A crystal's energy levels at one k-point limit what they can be at another, because the same orbitals and the same hops between neighbours make them all. Here nickel atoms sit on the diamond lattice, each with four neighbours instead of the twelve of ordinary nickel. Levels are known at several k-points, but not at GAMMA for either spin, nor at X for spin up. How far do the known levels fix the others?

Ansatz 0.2.0, all-electron LAPW, PBE, non-relativistic, spin-polarised from a parallel start: Ni on the diamond lattice (Fd-3m, 2 atoms per cell, cubic a = 5.100 Å, relaxed with PAW), 11 × 11 × 11 k-points, Fermi-Dirac smearing 0.05 eV. Energies are from the Fermi energy; at each k-point and spin, band -1 is the highest filled level and band +1 the lowest empty one.

```
k-point  k in reciprocal vectors  spin  band -2 (eV)  band -1 (eV)  band +1 (eV)
  GAMMA                    0 0 0    up             ?             ?             ?
  GAMMA                    0 0 0  down             ?             ?             ?
      X                0.5 0 0.5    up             ?             ?             ?
      X                0.5 0 0.5  down         -1.12         -1.12          0.12
      U         0.625 0.25 0.625    up         -0.76         -0.65          1.04
      U         0.625 0.25 0.625  down         -1.38         -1.16          0.18
      K         0.375 0.375 0.75    up         -0.76         -0.65          1.04
      K         0.375 0.375 0.75  down         -1.38         -1.16          0.18
      L              0.5 0.5 0.5    up         -0.94         -0.94          0.40
      L              0.5 0.5 0.5  down         -0.02         -0.02          1.10
      W            0.5 0.25 0.75    up         -0.66         -0.66          1.59
      W            0.5 0.25 0.75  down         -1.36         -1.36          0.28
```

**Reading across the spins**

The columns count levels from the Fermi energy, so one column can hold different bands in the two spins. At W, band -1 lies at -0.66 eV for spin up and -1.36 eV for spin down, as if spin up were the higher. The better match for the spin-up level is band +1 of spin down, at 0.28 eV. That spin-down level has risen through the Fermi energy and changed column.

Matched in this way, the spin-down level at W lies 0.94 eV above its spin-up partner. At L both partners are still below the Fermi energy, and band -1 gives 0.92 eV directly. At U two filled spin-up levels lie close together; we pair the lower one, at -0.76 eV, with the lowest empty spin-down level, at 0.18 eV, assuming that the shift keeps their order. This gives 0.94 eV, while the other pairing would give 0.83 eV. A nearly constant shift is what exchange does to levels built from the same compact d orbitals. The lowest empty level at L shifts by only 0.70 eV, which suggests less d character. All this holds for the spin-polarised state that the run reached, which need not be the magnetic ground state. PBE also makes the exchange shift too large in ordinary nickel, so the value here may be too large as well.

**X, spin down: hops that cancel and hops that add**

Without hopping, the d levels of one spin would lie at the same energy at each k-point. Hopping spreads them, and the k-point sets the signs with which the four neighbours contribute. At X two neighbours count as plus and two as minus. Hops that are the same along all four bonds then cancel, and an orbital whose hops all cancel stays at the centre: it is nonbonding. Where the hop itself changes sign in the same pattern, the four contributions add up and give a strongly bonding level and a strongly antibonding one.

We identify band -1 of spin down at X, at -1.12 eV, with the nonbonding level, and band +1, at 0.12 eV, with the antibonding one. Both come in pairs, because at X the diamond lattice makes every level at least twofold when spin-orbit coupling is left out. The same rule makes bands -2 and -1 equal at X for spin up.

**U to W: setting the scale and testing it**

U and K are equivalent points and count once. The standard ratios for hops between d orbitals are -6 : 4 : -1 for σ, π and δ overlap. In these units the model's highest level lies 8.9 above the centre at X and 11.1 at W, a ratio of 1.25. The computed distances have a ratio of 1.32, so the model gets the order right. The match flatters it, though: more than half of the extra distance at W arises because the nonbonding level lies lower there, at -1.36 eV against -1.12 eV at X, while the model holds this level fixed. The centre used below is the average of the two.

The spin-down levels at X and W set the model's two constants: a centre at -1.24 eV and a hop unit of 0.144 eV. L took no part in this. There the model puts the top d level about 0.1 eV too high, which matters because the computed level lies at -0.02 eV. With the thermal smearing used, such a level is only a little more than half filled, and "filled" here means no more than "below the Fermi energy".

The d-only picture has one clear fault. It puts a further antibonding pair at X just below the Fermi energy for spin down, where the table has none. Symmetry lets the s orbitals mix with this pair but not with the levels used above, and such mixing could push it up. We therefore take it to be the empty spin-up level at X and W. With s orbitals included, however, another mixed pair falls between the bonding and antibonding levels. Band -1 of spin down at X and W could be that pair instead of the nonbonding one, so the model's centre is an approximate value.

**The forecasts**

At GAMMA all four neighbours act with the same sign. For the d doublet, each bond contributes two thirds of a π hop and one third of a δ hop. Four bonds give 4 × (2/3 × 4 - 1/3 × 1) = 9.3 units, or 1.34 eV. Added to the centre at -1.24 eV, this puts the spin-down doublet at 0.10 eV, and the exchange shift of 0.93 eV brings its spin-up partner to -0.83 eV.

The d triplet at GAMMA gains only 6.2 units, so for spin down it should be the highest filled level. At X the exchange shift alone carries the known spin-down level at 0.12 eV to its place in spin up.

The empty spin-up levels need a different guide. We joined L and W by a straight line in the squared wave vector of the free-electron wave concerned, measured in units of (2π/a)², with a the cubic cell edge. This number is 0.75 at L, 1 at X and 1.25 at W. At GAMMA the lowest wave is long filled and the next has the value 3, so the line must be stretched far beyond its two points. Even between them it overshoots U by 0.25 eV.

The forecasts, with ranges set by judgement, are:

- GAMMA, spin up, bands -2 and -1: both -0.83 eV (-1.10 to -0.55).
- GAMMA, spin up, band +1: 5.8 eV (2 to 9).
- GAMMA, spin down, bands -2 and -1: both -0.35 eV (-0.80 to -0.10).
- GAMMA, spin down, band +1: 0.10 eV (0 to 0.35).
- X, spin up, bands -2 and -1: both -0.81 eV (-0.87 to -0.75).
- X, spin up, band +1: 1.0 eV (0.5 to 1.5).

The spin-down forecast at GAMMA is fragile, since the doublet's height above the Fermi energy is about the same as the model's error at L. Should it be filled after all, bands -2 and -1 would lie just below zero and band +1 several eV up.

The withheld rows as computed:

```
k-point  k in reciprocal vectors  spin  band -2 (eV)  band -1 (eV)  band +1 (eV)
  GAMMA                    0 0 0    up         -0.79         -0.79         11.67
  GAMMA                    0 0 0  down         -0.89         -0.89          0.11
      X                0.5 0 0.5    up         -0.81         -0.81          1.01
```

**GAMMA, spin up: one hit and one large miss**

The filled doublet lies at -0.79 eV, within 0.05 eV of its forecast. The empty level lies at 11.67 eV, about 6 eV above the forecast and well outside the range.

The line was the wrong guide for so long a reach. Between L and W it climbs by only 2.4 eV per unit, whereas a free electron in this cell gains 3.8 eV Å² × (2π/5.1 Å)² ≈ 5.8 eV per unit. The run's output puts the lowest spin-up level at GAMMA 6.35 eV below the Fermi energy. A free electron starting there would reach about -2.0 eV at L and 0.9 eV at W. The computed levels lie 2.4 eV higher than this at L but only 0.7 eV higher at W, which flattens the line. Mixing with the d levels is a likely cause, though the calculation does not isolate it. Starting from the lowest level at GAMMA, the free-electron slope puts the next wave at -6.35 + 3 × 5.8 ≈ 11 eV, which is much nearer, though this estimate was made after the answer was known.

**GAMMA, spin down: the doublet holds, the triplet doesn't**

Band +1 lies at 0.11 eV, where the doublet was expected. It is about 0.9 eV above its spin-up partner, so the exchange shift carries over to GAMMA as well. Reading down the band -1 column would again mislead, because it holds the doublet for spin up and the triplet for spin down.

That triplet lies at -0.89 eV, about 0.5 eV below its forecast and just outside the range. Symmetry offers a reason why one level obeys the d-only model and the other does not. At GAMMA the doublet can mix with neither s nor p orbitals, while the triplet can mix with p, whose empty levels above would push it down. The run's full list of levels at GAMMA shows where the miss arises. The two spin-down d triplets lie 0.75 eV either side of their midpoint, against 0.89 eV in the model, but the midpoint itself is 0.40 eV below the model's centre. Most of the miss is therefore a shift of both triplets together. Mixing with p would cause such a shift, and so would a different starting energy for the two kinds of d orbital. The calculation does not separate the two causes.

**X, spin up: the shift carries over**

Bands -2 and -1 are equal, as symmetry demands, and lie at -0.81 eV, as forecast. This is the safest kind of forecast, since the level was known in one spin and only the exchange shift had to be transferred. Band +1, at 1.01 eV, also agrees. Here the line only had to bridge the gap between L and W, but the same is true at U, where it misses by 0.25 eV, so the close match at X is partly luck.

The agreement to about 0.01 eV for this empty level and for the spin-down doublet at GAMMA is closer than the tests at U and L entitle the model to claim. For the doublet, the model's centre is about 0.07 eV too low and its rise from hopping about 0.06 eV too large, so the two errors cancel. Spin-orbit coupling, of the order of 0.1 eV in nickel and left out here, could also alter levels this close to the Fermi energy. The printed output below lists the tests and the misses.

In this crystal, the exchange shift carried d levels from one spin to the other at both X and GAMMA. Counting hops placed the doublet at GAMMA, which symmetry keeps free of s and p. For the triplets it gave roughly the right spread, but about a centre that was too high. The hop unit itself came from levels at X and W in which p orbitals may mix, so it is an effective value for this case and not a property of the d orbitals alone.

Printed output of the fit:

```
Spin shift of d levels at L, W, U and their mean, eV: L: 0.92
Spin shift at W, eV: 0.94
Spin shift at U, eV: 0.94
Mean spin shift of the d levels, eV: 0.9333
Spin shift of the empty L singlet, eV: 0.7
Top d level above nonbonding level at X, spin down, eV: 1.24
Top d level above nonbonding level at W, spin down, eV: 1.64
Same distance, W over X: d model: 1.25
Same distance, W over X: computed: 1.323
Model centre of the down d levels, eV: -1.24
Model hop unit, eV: 0.1436
Test at L down: model less computed top d level, eV: 0.09527
Test at U up: line less computed band +1, eV: 0.2525
Forecasts for withheld rows (known rows repeat the computed value), eV:
    row  forecast -2 and -1  computed -2  computed -1    miss -2    miss -1  forecast +1  computed +1  miss +1
  GAMMA             -0.8335        -0.79        -0.79   -0.04353   -0.04353        5.755        11.67   -5.915
  GAMMA             -0.3468        -0.89        -0.89     0.5432     0.5432       0.0998         0.11  -0.0102
      X             -0.8133        -0.81        -0.81  -0.003333  -0.003333        0.995         1.01   -0.015
      X               -1.12        -1.12        -1.12          0          0         0.12         0.12        0
      U               -0.65        -0.76        -0.65          0          0         1.04         1.04        0
      U               -1.16        -1.38        -1.16          0          0         0.18         0.18        0
      K               -0.65        -0.76        -0.65          0          0         1.04         1.04        0
      K               -1.16        -1.38        -1.16          0          0         0.18         0.18        0
      L               -0.94        -0.94        -0.94          0          0          0.4          0.4        0
      L               -0.02        -0.02        -0.02          0          0          1.1          1.1        0
      W               -0.66        -0.66        -0.66          0          0         1.59         1.59        0
      W               -1.36        -1.36        -1.36          0          0         0.28         0.28        0
GAMMA down band -1 less the doublet forecast (use if the doublet is filled), eV: -0.9898
GAMMA band -1, down less up, eV: -0.1
X band +1 down less band -1 up, eV: 0.93
```
